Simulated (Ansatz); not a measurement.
**Mo: pressure against volume**

How stiff is Mo, and at what volume does the pressure vanish? The cell is scaled evenly, atoms carried along, and solved with LAPW, PAW and all-electron datasets made for the crystal.

This is Mo in the fcc structure; at room conditions it is bcc.

Program: Ansatz 0.2.0. Level of theory: DFT PBE, scalar-relativistic. These are calculated values, not measurements.

## 1. The system as given

It takes space group Fm-3m (No. 225, cubic). Conventional cell: a = 4.002 Å, b = 4.002 Å, c = 4.002 Å, α = 90.00°, β = 90.00°, γ = 90.00°. Around Mo (site symmetry m-3m) lie 12 Mo at 2.83 Å.

As a file:

```cif
data_structure
_symmetry_space_group_name_H-M 'Fm-3m'
_symmetry_Int_Tables_number 225
_cell_length_a 4.0021
_cell_length_b 4.0021
_cell_length_c 4.0021
_cell_angle_alpha 90.000
_cell_angle_beta 90.000
_cell_angle_gamma 90.000
_cell_volume 64.10
loop_
_atom_site_label
_atom_site_type_symbol
_atom_site_symmetry_multiplicity
_atom_site_Wyckoff_symbol
_atom_site_fract_x
_atom_site_fract_y
_atom_site_fract_z
_atom_site_occupancy
Mo1 Mo 4 a 0.00000 0.00000 0.00000 1
```

The file gives the conventional cell by its symmetry; the runs use the cell typed in the input.

The cell was relaxed by PAW from a hypothetical start (fcc type); it needn't be the stable phase of this composition.

## 2. Volume × 0.9405, LAPW

The input, input.yaml:

```yaml
crystal:
  lattice:
    - [0.0, 1.9605466019, 1.9605466019]
    - [1.9605466019, 0.0, 1.9605466019]
    - [1.9605466019, 1.9605466019, 0.0]
  atoms:
    - { symbol: Mo, position: [0.0, 0.0, 0.0] }
kpoints:
  mp_grid: { grid: [18, 18, 18] }
scf:
  occupations: { method: fermi_dirac, width: 0.05 }
hamiltonian:
  xc: pbe
  pseudopotentials: { kind: all_electron, lapw: { basis_error: 0.0005 } }
output:
  forces: true
  stress: true
  eigenvalues: true
```

Command:

```
$ ansatz run input.yaml --threads 1 --pin off --max-ram 2048MiB --backend cpu --events-out ev --progress --plain --runs-dir out
```

The log of the run, shortened:

```text
LAPW: plane waves up to 8.280 Å⁻¹, error target 5.0e-4 eV per atom; small_component_spin mean_spin; Mo in spheres of 1.386 Å, 30 of its electrons in bands, Dirac shells []
[...]
Pseudopotentials: kind: all_electron
Pseudopotential: Mo, LAPW, valence charge 30, Koelling and Harmon's equation, gaussian nucleus
Functional definition: PBE
[...]
Crystal: 1 atoms, lattice volume = 15.072 Å³
Basis set: ecut = 261.1966275028338 eV, 137 PW (Γ), exchange–correlation at level 2
Bands: 19, of which v1, the nominal top of the filled ones, is band 15 counted from 1 (14 counted from 0)
Symmetry: 48 space group operations
Space group: Fm-3m (ITA 225), of the structure as read, at distance tolerance 2.5e-5 Å
k-points: 195 of 5832
[...]
SCF iter   1: F=—  HF=-110177.876156 eV  |F-HF|=—  |Δ(HF+E_count)|=         —  Δρ=4.52e-2  dr2=1.59e-1  ethr=5.29e-4  ⟨swp⟩=2.6  Hψ=22986  notcnv=0
[...]
the basis was enlarged: its passes take 603.5 KiB over the memory plan, 1 of 1 planned eigensolver slots
[...]
SCF iter   6: F=-110177.380905 eV  HF=-110177.380905 eV  |F-HF|=5.24e-10  |Δ(HF+E_count)|=   1.69e-7  Δρ=1.75e-6  dr2=2.31e-10  ethr=8.59e-10  ⟨swp⟩=3.0  Hψ=11080  notcnv=0
[...]
SCF converged after 6 iterations
Free energy (F): -110177.380905 eV
[...]
E sigma→0 (E₀):  -110177.376079 eV
Entropy (-TS):   -0.009652 eV (-9.652 meV/atom)
Fermi energy:    23.995184 eV
[...]
--- Forces (eV/Å), atoms counted from 1 ---
  atom   1  Mo    -0.00000000    -0.00000000     0.00000000
[...]
--- Stress (GPa, compression-positive) ---
       16.678322       0.000000       0.000000
        0.000000      16.678322      -0.000000
        0.000000      -0.000000      16.678322
  P = ⅓ Tr σ = 16.6783 GPa (166.783 kbar)
--- Band table (eV; the first three rows and the last of 195) ---
  k-point 0: bands = ["-351.1584", "-351.1584", "-351.1584", "-193.0486", "-193.0486", "-193.0293", "-193.0293", "-193.0293", "-36.6838", "-9.8772", "-9.8772", "-9.8772", "17.1119", "23.2045", "23.2045", "23.2045", "26.1273", "26.1273", "37.0267"]
[...]
```

Wall time 13 s (1 thread of Arm Neoverse V2, shared host); peak memory 0.38 GiB.

Result: pressure 16.68 GPa; no gap.

## 3. Volume × 0.9405, PAW

input.yaml, as its differences from that of step 2:

```diff
@@ -13,3 +13,3 @@
   xc: pbe
-  pseudopotentials: { kind: all_electron, lapw: { basis_error: 0.0005 } }
+  pseudopotentials: { kind: paw }
 output:
@@ -18 +18,6 @@
   eigenvalues: true
+  efg: { contact_densities: true }
+  write_density: true
+  write_potential: true
+  elf: true
+  volumetric_format: npy
```

Command:

```
$ ansatz run input.yaml --threads 1 --pin off --max-ram 2048MiB --backend cpu --events-out ev --progress --plain --runs-dir out
```

The log of the run, shortened:

```text
Mo: output.efg is read without spin–orbit coupling, which moves field gradients at and beside such atoms by some per cent and up to a factor of two; PAW files take it under magnetization.noncollinear and magnetization.spin_orbit
[...]
Pseudopotentials: kind: paw
Pseudopotential: Mo, paw, valence charge 14, recommended cutoff 420 eV (normal)
[... 1 set-up line as earlier in the session ...]
[...]
Crystal: 1 atoms, lattice volume = 15.072 Å³
Basis set: ecut = 420 eV, 283 PW (Γ), exchange–correlation on 40×40×40 points (8 copies of the dense FFT grid, shifted against one another)
Bands: 11, of which v1, the nominal top of the filled ones, is band 7 counted from 1 (6 counted from 0)
[... 2 set-up lines as earlier in the session ...]
k-points: 195 of 5832
[...]
SCF converged after 6 iterations
Free energy (F): -4955.556149 eV
[...]
E sigma→0 (E₀):  -4955.551325 eV
Entropy (-TS):   -0.009647 eV (-9.647 meV/atom)
Fermi energy:    21.565503 eV
[...]
--- Forces (eV/Å), atoms counted from 1 ---
  atom   1  Mo    -0.00000000     0.00000000     0.00000000
[...]
--- Stress (GPa, compression-positive) ---
       16.647009      -0.000000       0.000000
       -0.000000      16.647009      -0.000000
        0.000000      -0.000000      16.647009
  P = ⅓ Tr σ = 16.6470 GPa (166.470 kbar)
--- PAW observables at the nuclei: V_zz in 10²¹ V/m², potentials from the cell's mean, atoms counted from 1 ---
  atom   1  Mo V_zz =    +0.000000   η = 0.0000   by run symmetry: forbidden
            electrostatic potential = -6364.198077 V   contact ρ = 595280.773468 e/Å³
--- Band table (eV; the first three rows and the last of 195) ---
  k-point 0: bands = ["-39.1128", "-12.3073", "-12.3073", "-12.3073", "14.6821", "20.7727", "20.7727", "20.7727", "23.6955", "23.6955", "34.6030"]
[...]
```

It took 2.8 s on 1 thread of Arm Neoverse V2, shared host; peak memory 0.35 GiB.

Read from it: pressure 16.65 GPa; no gap.

## 4. Volume × 0.9405, crystal datasets

input.yaml, as its differences from that of step 3:

```diff
@@ -13,3 +13,3 @@
   xc: pbe
-  pseudopotentials: { kind: paw }
+  pseudopotentials: { kind: all_electron, datasets: crystal }
 output:
@@ -19,5 +19 @@
   efg: { contact_densities: true }
-  write_density: true
-  write_potential: true
-  elf: true
-  volumetric_format: npy
```

Command:

```
$ ansatz run input.yaml --threads 1 --pin off --max-ram 2048MiB --backend cpu --events-out ev --progress --plain --runs-dir out
```

The log of the run, shortened:

```text
[...]
Mo: output.efg is read without spin–orbit coupling, which moves field gradients at and beside such atoms by some per cent and up to a factor of two; PAW files take it under magnetization.noncollinear and magnetization.spin_orbit
[...]
[... 1 set-up line as earlier in the session ...]
Pseudopotential: Mo, paw, valence charge 14, recommended cutoff 300 eV (normal), Koelling and Harmon's equation, gaussian nucleus
[... 1 set-up line as earlier in the session ...]
[...]
Crystal: 1 atoms, lattice volume = 15.072 Å³
Basis set: ecut = 300 eV, 169 PW (Γ), exchange–correlation on 32×32×32 points (8 copies of the dense FFT grid, shifted against one another)
Bands: 7, of which v1, the nominal top of the filled ones, is band 3 counted from 1 (2 counted from 0)
[... 2 set-up lines as earlier in the session ...]
k-points: 195 of 5832
[...]
Fermi energy:    23.995328 eV
[...]
  The terms above E_closure are by the made datasets' own strengths, without shells solved beside the bands.
--- Forces (eV/Å), atoms counted from 1 ---
  atom   1  Mo     0.00000000     0.00000000    -0.00000000
[...]
--- Stress (GPa, compression-positive) ---
       16.685573       0.000000       0.000000
       -0.000000      16.685573      -0.000000
        0.000000       0.000000      16.685573
  P = ⅓ Tr σ = 16.6856 GPa (166.856 kbar)
  It holds what live shells' own plane waves past their cutoff add
--- PAW observables at the nuclei: V_zz in 10²¹ V/m², potentials from the cell's mean, atoms counted from 1 ---
  atom   1  Mo V_zz =    +0.000000   η = 0.0000   by run symmetry: forbidden
            electrostatic potential = -6364.255362 V   contact ρ = 595334.889182 e/Å³
--- Band table (eV; the first three rows and the last of 195) ---
  k-point 0: bands = ["17.1120", "23.2047", "23.2047", "23.2047", "26.1275"]
[...]
```

It took 5.1 s on 1 thread of Arm Neoverse V2, shared host; peak memory 0.38 GiB.

This run gives: pressure 16.69 GPa; no gap.

## 5. Volume × 0.98, LAPW

The input, input.yaml:

```yaml
crystal:
  lattice:
    - [0.0, 1.9876180338, 1.9876180338]
    - [1.9876180338, 0.0, 1.9876180338]
    - [1.9876180338, 1.9876180338, 0.0]
  atoms:
    - { symbol: Mo, position: [0.0, 0.0, 0.0] }
kpoints:
  mp_grid: { grid: [18, 18, 18] }
scf:
  occupations: { method: fermi_dirac, width: 0.05 }
hamiltonian:
  xc: pbe
  pseudopotentials: { kind: all_electron, lapw: { basis_error: 0.0005 } }
output:
  forces: true
  stress: true
  eigenvalues: true
```

Command:

```
$ ansatz run input.yaml --threads 1 --pin off --max-ram 2048MiB --backend cpu --events-out ev --progress --plain --runs-dir out
```

The log of the run, shortened:

```text
LAPW: plane waves up to 8.161 Å⁻¹, error target 5.0e-4 eV per atom; small_component_spin mean_spin; Mo in spheres of 1.405 Å, 30 of its electrons in bands, Dirac shells []
[...]
[... 3 set-up lines as earlier in the session ...]
[...]
Crystal: 1 atoms, lattice volume = 15.705 Å³
Basis set: ecut = 253.77942284181535 eV, 137 PW (Γ), exchange–correlation at level 2
Bands: 19, of which v1, the nominal top of the filled ones, is band 15 counted from 1 (14 counted from 0)
[... 2 set-up lines as earlier in the session ...]
k-points: 195 of 5832
[...]
SCF iter   1: F=—  HF=-110177.961182 eV  |F-HF|=—  |Δ(HF+E_count)|=         —  Δρ=4.48e-2  dr2=1.68e-1  ethr=5.57e-4  ⟨swp⟩=2.6  Hψ=22925  notcnv=0
[...]
the basis was enlarged: its passes take 605.7 KiB over the memory plan, 1 of 1 planned eigensolver slots
[...]
SCF iter   6: F=-110177.423218 eV  HF=-110177.423218 eV  |F-HF|=2.76e-10  |Δ(HF+E_count)|=   1.80e-7  Δρ=1.73e-6  dr2=1.78e-10  ethr=8.45e-10  ⟨swp⟩=3.0  Hψ=11111  notcnv=0
[...]
SCF converged after 6 iterations
Free energy (F): -110177.423218 eV
[...]
E sigma→0 (E₀):  -110177.418209 eV
Entropy (-TS):   -0.010017 eV (-10.017 meV/atom)
Fermi energy:    22.888552 eV
[...]
--- Forces (eV/Å), atoms counted from 1 ---
  atom   1  Mo     0.00000000     0.00000000    -0.00000000
[...]
--- Stress (GPa, compression-positive) ---
        5.111688      -0.000000       0.000000
       -0.000000       5.111688       0.000000
        0.000000       0.000000       5.111688
  P = ⅓ Tr σ = 5.1117 GPa (51.117 kbar)
--- Band table (eV; the first three rows and the last of 195) ---
[... band rows left out ...]
[...]
```

Run time: 12 s. Hardware: 1 thread of Arm Neoverse V2, shared host; peak memory 0.38 GiB.

This run gives: pressure 5.11 GPa; no gap.

## 6. Volume × 0.98, PAW

input.yaml, as its differences from that of step 5:

```diff
@@ -13,3 +13,3 @@
   xc: pbe
-  pseudopotentials: { kind: all_electron, lapw: { basis_error: 0.0005 } }
+  pseudopotentials: { kind: paw }
 output:
@@ -18 +18,6 @@
   eigenvalues: true
+  efg: { contact_densities: true }
+  write_density: true
+  write_potential: true
+  elf: true
+  volumetric_format: npy
```

Command:

```
$ ansatz run input.yaml --threads 1 --pin off --max-ram 2048MiB --backend cpu --events-out ev --progress --plain --runs-dir out
```

The log of the run, shortened:

```text
Mo: output.efg is read without spin–orbit coupling, which moves field gradients at and beside such atoms by some per cent and up to a factor of two; PAW files take it under magnetization.noncollinear and magnetization.spin_orbit
[...]
[... 3 set-up lines as earlier in the session ...]
[...]
Crystal: 1 atoms, lattice volume = 15.705 Å³
Basis set: ecut = 420 eV, 331 PW (Γ), exchange–correlation on 40×40×40 points (8 copies of the dense FFT grid, shifted against one another)
Bands: 11, of which v1, the nominal top of the filled ones, is band 7 counted from 1 (6 counted from 0)
[... 2 set-up lines as earlier in the session ...]
k-points: 195 of 5832
[...]
SCF converged after 6 iterations
Free energy (F): -4955.598343 eV
[...]
E sigma→0 (E₀):  -4955.593335 eV
Entropy (-TS):   -0.010016 eV (-10.016 meV/atom)
Fermi energy:    20.557313 eV
[...]
--- Forces (eV/Å), atoms counted from 1 ---
  atom   1  Mo    -0.00000000    -0.00000000     0.00000000
[...]
--- Stress (GPa, compression-positive) ---
        5.083142      -0.000000      -0.000000
       -0.000000       5.083142       0.000000
        0.000000       0.000000       5.083142
  P = ⅓ Tr σ = 5.0831 GPa (50.831 kbar)
--- PAW observables at the nuclei: V_zz in 10²¹ V/m², potentials from the cell's mean, atoms counted from 1 ---
  atom   1  Mo V_zz =    +0.000000   η = 0.0000   by run symmetry: forbidden
            electrostatic potential = -6362.935837 V   contact ρ = 595278.561880 e/Å³
--- Band table (eV; the first three rows and the last of 195) ---
  k-point 0: bands = ["-40.1334", "-13.4270", "-13.4270", "-13.4270", "13.7864", "19.8294", "19.8294", "19.8294", "22.5830", "22.5830", "33.5840"]
[...]
```

It took 3.1 s on 1 thread of Arm Neoverse V2, shared host; peak memory 0.35 GiB.

Result: pressure 5.08 GPa; no gap.

(Part 1 of 2 ends here.)
